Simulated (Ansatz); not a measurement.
**From formation energies to a reaction energy: Li4F**

All numbers below come from DFT PBE, scalar-relativistic, plane waves, PAW (Ansatz). Settings: cutoff 420 eV, Γ-centred meshes spaced at most about 0.3 Å⁻¹, and about 0.25 Å⁻¹ or finer for metals (2π included), Gaussian smearing. No spin polarisation.

Formation energies are uncorrected and refer to the elements' standard structures at the same level (F₂ as a molecule).

These are static total energies at zero pressure.

A trial structure of Li4F (reached from: CrGa4 type (Im-3m); relaxed: space group Im-3m (No. 229), a = 5.275 Å) has a formation energy of -0.869 eV/atom. At its composition the lowest mixture among the elements and 1 reference phase computed alike (others may be missing) consists of these:

```
       phase             source  ΔE_f (eV/atom)
  Li (solid)            element          -0.004
LiF (P6_3mc)  Materials Project          -2.953
```

The lowest database cell of Li (-0.004) lies slightly below the reference, hence the non-zero entry.

Question: Write the balanced decomposition and find its energy per atom, per formula unit and per mole of formula units.

Answer: Balancing Li and F gives Li4F → 3 Li + LiF. The left side holds 5 atoms, and the products take 3/5 (Li) and 2/5 (LiF) of them. The mixture therefore lies at 3/5 × (-0.004) + 2/5 × (-2.953) = -1.184 eV/atom. The reaction energy is -1.184 − (-0.869) = -0.315 eV/atom. Times 5 atoms that is -1.575 eV per Li4F, and times 96.485 it is -152 kJ per mole of Li4F. Decomposition is downhill, so the trial structure is unstable against this mixture.
